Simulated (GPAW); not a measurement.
# Co (P6_3/mmc) in GPAW: reference runs

Reference runs on Co: the cell as given.

Everything below comes from runs of GPAW 26.7.0. Logs are shortened: lines on timing, memory, paths and dates and some standing lists are left out, and cuts for length are marked. The log counts tension as positive stress, the text compression.

**1. The structure**

The structure is hexagonal, space group P6_3/mmc (No. 194). The conventional cell has a = 2.471 Å, b = 2.471 Å, c = 8.088 Å, α = 90.00°, β = 90.00°, γ = 120.00°. Co (site symmetry -6m2) is surrounded by 12 Co at 2.47 Å. Around Co (site symmetry -3m) lie 12 Co at 2.47 Å.

**2. Single point, PBEsol, collinear spin, ferromagnetic start**

run.py

```python
from ase import Atoms
from ase.dft.bandgap import bandgap
from ase.io import write
from ase.units import Bohr, GPa
from gpaw import GPAW, PW, setup_paths
from gpaw.elf import elf_from_dft_calculation

setup_paths.insert(0, '.')

atoms = Atoms(['Co', 'Co', 'Co', 'Co'],
              cell=[[2.4705617809, 0.0, 0.0],
                    [-1.2352808905, 2.1395692639, 0.0],
                    [0.0, 0.0, 8.0882338]],
              scaled_positions=[[0.6666666667, 0.3333333333, 0.75],
                                [0.0, 0.0, 0.5],
                                [0.3333333333, 0.6666666667, 0.25],
                                [0.0, 0.0, 0.0]],
              pbc=True)
atoms.set_initial_magnetic_moments([2.0, 2.0, 2.0, 2.0])

calc = GPAW(mode=PW(600),
            xc='PBEsol',
            kpts={'size': (12, 12, 4), 'gamma': True},
            occupations={'name': 'fermi-dirac', 'width': 0.05},
            nbands=37,
            convergence={'density': 1e-05, 'energy': 1e-05},
            maxiter=150,
            txt='gpaw.txt')
atoms.calc = calc
energy = atoms.get_potential_energy()
forces = atoms.get_forces()
stress = atoms.get_stress()
calc.write('gs.gpw')
write('result.traj', atoms)
print(f'Energy: {energy:.6f} eV')
print('Forces (eV/A):')
print(forces.round(4))
print('Stress (GPa):', (stress / GPa).round(3))
print('Moments:', calc.get_magnetic_moments().round(3))
print('Fermi level:', round(calc.get_fermi_level(), 4), 'eV')
print(f'Gap: {bandgap(calc)[0]:.4f} eV, direct: {bandgap(calc, direct=True)[0]:.4f} eV')

# fields on the real-space grid
write('density.cube', atoms, data=calc.get_pseudo_density() * Bohr**3)
write('potential.cube', atoms, data=calc.get_electrostatic_potential())
write('spin.cube', atoms, data=(calc.get_pseudo_density(spin=0) - calc.get_pseudo_density(spin=1)) * Bohr**3)
write('elf.cube', atoms, data=elf_from_dft_calculation(calc).data)
```

Potentials or basis: PAW data sets generated in the run's folder for this functional, pw.

Command:

```
$ gpaw-setup -f PBEsol Co
$ OMP_NUM_THREADS=1 python run.py
```

gpaw.txt:

```text
__  _  _
 | _ |_)|_||  |
 |__||  | ||/\| - 26.7.0

Input parameters:
  mode=PW(ecut=600.0),
  convergence={'density': 1e-05, 'energy': 1e-05},
  kpts=MonkhorstPack(size=(12, 12, 4), gamma=True),
  maxiter=150,
  nbands=37,
  occupations=Occupations(name='fermi-dirac', width=0.05),
  xc=XC(name='PBEsol')

Diagonalizing LCAO Hamiltonian
Converting LCAO to pw mode

           Co

       Co
        Co

       Co

Atoms  # Å, Bohr magnetons
|   | symbol |         x |        y |        z |    initial magnetic moments |
|---|--------|-----------|----------|----------|-----------------------------|
| 0 |     Co |  1.235281 | 0.713190 | 6.066175 | ( 0.0000,  0.0000,  2.0000) |
| 1 |     Co |  0.000000 | 0.000000 | 4.044117 | ( 0.0000,  0.0000,  2.0000) |
| 2 |     Co | -0.000000 | 1.426380 | 2.022058 | ( 0.0000,  0.0000,  2.0000) |
| 3 |     Co |  0.000000 | 0.000000 | 0.000000 | ( 0.0000,  0.0000,  2.0000) |

Unit cell  # Å
| periodic |         x |        y |        z |  lengths |     angles |
|----------|-----------|----------|----------|----------|------------|
|      yes |  2.470562 | 0.000000 | 0.000000 | 2.470562 |  90.000000 |
|      yes | -1.235281 | 2.139569 | 0.000000 | 2.470562 |  90.000000 |
|      yes |  0.000000 | 0.000000 | 8.088234 | 8.088234 | 120.000000 |

Number of symmetries: 12
Symmetry operations  # r_c * U_cc + t_c -> r_c
|    | kind |            matrix            |
|----|------|------------------------------|
|  0 |  σ   |  1, 1, 0,  0,-1, 0,  0, 0, 1 |
|  1 |  S6  |  1, 1, 0, -1, 0, 0,  0, 0,-1 |
|  2 |  E   |  1, 0, 0,  0, 1, 0,  0, 0, 1 |
|  3 |  C2  |  1, 0, 0, -1,-1, 0,  0, 0,-1 |
|  4 |  C2  |  0, 1, 0,  1, 0, 0,  0, 0,-1 |
|  5 |  C3  |  0, 1, 0, -1,-1, 0,  0, 0, 1 |
|  6 |  S6  |  0,-1, 0,  1, 1, 0,  0, 0,-1 |
|  7 |  σ   |  0,-1, 0, -1, 0, 0,  0, 0, 1 |
|  8 |  σ   | -1, 0, 0,  1, 1, 0,  0, 0, 1 |
|  9 |  i   | -1, 0, 0,  0,-1, 0,  0, 0,-1 |
| 10 |  C3  | -1,-1, 0,  1, 0, 0,  0, 0, 1 |
| 11 |  C2  | -1,-1, 0,  0, 1, 0,  0, 0,-1 |

BZ-sampling:
  Number of BZ points: 576
  Number of IBZ points: 69

  Monkhorst-Pack size: [12, 12, 4]
  Monkhorst-Pack shift: [0.041666666666666664, 0.041666666666666664, 0.125]

K-points  # in reciprocal-cell coordinates
|     |                                coordinates |     weight |
|-----|--------------------------------------------|------------|
|   0 | ( -0.00000000,  -0.00000000,   0.00000000) | 0.00173611 |
|   1 | ( -0.00000000,  -0.00000000,   0.25000000) | 0.00347222 |
|   2 | ( -0.00000000,  -0.00000000,   0.50000000) | 0.00173611 |
|   3 | (  0.08333333,  -0.00000000,  -0.25000000) | 0.01041667 |
|   4 | (  0.08333333,  -0.00000000,   0.00000000) | 0.01041667 |
|   5 | (  0.08333333,  -0.00000000,   0.25000000) | 0.01041667 |
|   6 | (  0.08333333,  -0.00000000,   0.50000000) | 0.01041667 |
|   7 | (  0.16666667,  -0.08333333,   0.00000000) | 0.01041667 |
|   8 | (  0.16666667,  -0.08333333,   0.25000000) | 0.02083333 |
|   9 | (  0.16666667,  -0.08333333,   0.50000000) | 0.01041667 |
| ... |                                            |            |
|  68 | (  0.50000000,   0.50000000,   0.50000000) | 0.00520833 |

Plane wave coefficients: 1473
Cutoff: 600.0 eV

Spin-components: 2 (collinear spins)
Bands:           37
Projectors:      24
Spin-degeneracy: 1
Datatype:        complex128

Parallelization:
  kpt:    1
  domain: 1
  band:   1

Density:
  Valence electrons: 36.0
  Components: 2
  Grid points: [14 14 48]
  Charge: 0.0  # |e|

Potential:
  Grid points: [14 14 48]

species:
  Co:
    name:    Cobalt
    Z:       27.0
    valence: 9
    core:    18
    charge:  0.0  # [|e|]
    compensation charges:
      type: gauss
      rc: 0.32  # [Å]
      lmax: 2
    cutoffs:
      filter: 1.87  # [Å]
      core: 2.55  # [Å]
    projectors
    | kind |    occ | energy [eV] | rcut [Å] |
    |------|--------|-------------|----------|
    |   4s |  2.000 |      -5.488 |    1.005 |
    |   4p |  0.000 |      -1.248 |    1.058 |
    |   3d |  7.000 |      -8.230 |    1.005 |
    |    s |        |      21.723 |    1.005 |
    |    p |        |      25.963 |    1.058 |
    |    d |        |      18.981 |    1.005 |

    Using partial waves for Co as LCAO basis

Reference energy: -151475.441967  # eV

eigensolver:
[... 26 lines left out ...]
convergence criteria:
- Maximum integral of absolute [dens]ity change: 1e-05 electrons / valence electron
- Maximum [total energy] change in last 3 cyles: 1e-05 eV / valence electron
- Maximum integral of absolute [eigenst]ate change: 4e-08 eV^2 / valence electron
maximum number of iterations: 150

SCF iterations
|iter     | |      energy | eigst |  dens |  magmom |
|---------|-|-------------|-------|-------|---------|
|iter:   1| |  -35.447201 | +0.48 |       |  +8.0118|
|iter:   2| |  -35.659875 | -1.65 | -1.21 |  +7.9498|
|iter:   3| |  -52.011359 | -0.63 | -1.22 |  +6.3441|
|iter:   4| |  -38.004854 | -1.43 | -0.37 |  +6.5194|
|iter:   5| |  -36.103599 | -1.47 | -0.91 |  +7.0044|
|iter:   6| |  -35.743938 | -2.33 | -1.09 |  +7.3473|
|iter:   7| |  -35.804602 | -3.20 | -1.44 |  +7.2451|
|iter:   8| |  -35.799358 | -3.10 | -1.34 |  +6.8424|
|iter:   9| |  -35.809941 | -3.73 | -1.91 |  +6.6049|
|iter:  10| |  -35.811225 | -4.62 | -2.45 |  +6.5636|
|iter:  11| |  -35.811381 | -4.94 | -2.64 |  +6.5601|
|iter:  12| |  -35.811421c| -6.06 | -3.06 |  +6.5716|
|iter:  13| |  -35.811447c| -6.54 | -3.25 |  +6.5830|
|iter:  14| |  -35.811449c| -7.11 | -3.69 |  +6.5860|
|iter:  15| |  -35.811449c| -8.05c| -4.29 |  +6.5871|
|iter:  16| |  -35.811450c| -8.58c| -5.04c|  +6.5872|

Converged in 16 steps
Energy contributions relative to reference atoms: (reference = -151475.441967)

Energy contributions:
  Kinetic:          33.765976
  Coulomb:         -27.085722
  Zero:             -0.185939
  External:          0.000000
  Xc:              -42.288904
  Entropy:          -0.033723
  Spinorbit:         0.000000
  ----------------------------
  Free energy:     -35.828311
  Extrapolated:    -35.811450

dipole moment: (-6.694204, -11.594701, -21.915785)  # |e|*Ang

Total magnetic moment: (0.000000, 0.000000, 6.587174)

Local magnetic moments
|        x |        y |        z |
|----------|----------|----------|
| 0.000000 | 0.000000 | 1.715174 |  # Co   0
| 0.000000 | 0.000000 | 1.693708 |  # Co   1
| 0.000000 | 0.000000 | 1.715174 |  # Co   2
| 0.000000 | 0.000000 | 1.693763 |  # Co   3

Fermi level: 10.745
Eigenvalues  # (at kpt = [-0.000, -0.000, 0.000])
| band index |      eig [eV] | occ [0-1] |      eig [eV] | occ [0-1] |
|------------|---------------|-----------|---------------|-----------|
|          0 |         1.486 |     1.000 |         1.562 |     1.000 |
|        ... |               |           |               |           |
|         12 |         8.230 |     1.000 |         9.902 |     1.000 |
|         13 |         8.301 |     1.000 |         9.952 |     1.000 |
|         14 |         8.301 |     1.000 |         9.952 |     1.000 |
|         15 |         8.934 |     1.000 |        10.288 |     1.000 |
|         16 |         8.934 |     1.000 |        10.809 |     0.219 |
|         17 |         9.265 |     1.000 |        10.809 |     0.219 |
[... 8 lines left out ...]
|         26 |        25.435 |     0.000 |        25.960 |     0.000 |
|         27 |        32.840 |     0.000 |        32.632 |     0.000 |
|        ... |               |           |               |           |
|         36 |        37.576 |     0.000 |        37.850 |     0.000 |

No gap
No difference between direct/indirect transitions

Forces  # eV/Ang
|        x |        y |        z |
|----------|----------|----------|
| -0.00000 | -0.00000 | -0.00000 |  # Co   0
| -0.00000 |  0.00000 |  0.00000 |  # Co   1
|  0.00000 |  0.00000 |  0.00000 |  # Co   2
|  0.00000 | -0.00000 |  0.00000 |  # Co   3

Stress tensor  # eV/Ang^3
|        x |        y |        z |
|----------|----------|----------|
| 0.024794 | 0.000000 | 0.000000 |
| 0.000000 | 0.024794 | 0.000000 |
| 0.000000 | 0.000000 | 0.050031 |

# Writing to gs.gpw (mode='')
```

Run time: 2.6 min. Hardware: 1 thread of Intel Xeon Platinum 8488C (Sapphire Rapids), shared host; peak memory 0.29 GiB.

Results:

| Quantity | Value |
| --- | --- |
| Free energy | -35.8283 eV |
| Pressure | -5.3 GPa |
| Band gap on the k mesh | none (metal or under the smearing width) |
| Net moment | 6.59 μB per cell |
| Site moments | Co +1.72, +1.69 μB |

Levels at points of the mesh, in eV from the Fermi level:
Spin up:
```csv
k point,band 19,band 20,band 21,band 22,band 23,band 24,band 25,band 26
"(0.00, 0.00, 0.00)",-1.48,-1.16,-1.16,-0.76,-0.76,-0.48,6.19,14.69
"(0.00, 0.00, 0.50)",-1.64,-1.64,-0.94,-0.94,-0.94,-0.94,9.16,9.16
"(0.50, 0.50, 0.00)",-0.51,-0.49,0.12,1.22,2.43,3.03,6.98,7.00
"(0.50, 0.50, 0.50)",-0.53,-0.53,1.18,1.18,2.72,2.72,7.31,7.31
```
Spin down:
| k point | band 12 | band 13 | band 14 | band 15 | band 16 | band 17 |
| --- | --- | --- | --- | --- | --- | --- |
| (0.00, 0.00, 0.00) | -0.84 | -0.84 | -0.79 | -0.79 | -0.46 | 0.06 |
| (0.00, 0.00, 0.50) | -1.05 | -0.94 | -0.94 | -0.94 | -0.94 | 0.25 |
| (0.50, 0.50, 0.00) | -0.08 | -0.06 | 0.43 | 1.24 | 1.25 | 1.26 |
| (0.50, 0.50, 0.50) | -0.85 | -0.25 | -0.25 | 0.85 | 0.85 | 1.26 |
